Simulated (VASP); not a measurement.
The system is PbS (Galena).

```xyz
2
Lattice="0.0000 2.9657 2.9657 2.9657 0.0000 2.9657 2.9657 2.9657 0.0000" Properties=species:S:1:pos:R:3 pbc="T T T"
Pb    0.0000    0.0000    0.0000
S     2.9657    2.9657    2.9657
```

| Quantity | Value |
| --- | --- |
| Program | VASP 6.6.1 |
| Task | relaxation of cell and atoms |
| Functional | optB88-vdW |
| Potentials or basis | VASP PAW PBE potentials, release 64 (Pb_d, S) |
| Cutoff | 600 eV |
| k mesh | 8 × 8 × 8 |
| Occupations | fermi-dirac, width 0.05 eV |
| Spin | no spin polarisation |

At the start: pressure 1.8 GPa; volume 26.09 Å³/atom.

**Question.** How do energy, volume and symmetry change on relaxing?

**Answer.** Over 3 steps the energy falls by 4.5 meV/atom and the volume is 26.90 Å³/atom (+3.1 %); space group Fm-3m (No. 225, to 0.05 Å).

Step by step:
```csv
step,energy change (eV),largest force (eV/Å),pressure (GPa),volume (Å³)
1,0.0000,0.0000,1.83,52.17
2,-0.0076,0.0000,-0.68,54.45
3,-0.0090,0.0000,-0.01,53.79
```

Final structure:
```
CELL_PARAMETERS angstrom
0.00000 2.99612 2.99612
2.99612 0.00000 2.99612
2.99612 2.99612 0.00000
ATOMIC_POSITIONS crystal
Pb 0.00000 0.00000 0.00000
S 0.50000 0.50000 0.50000
```

Caveat: the PAW data sets were made with another functional, which shifts forces and pressure a little.
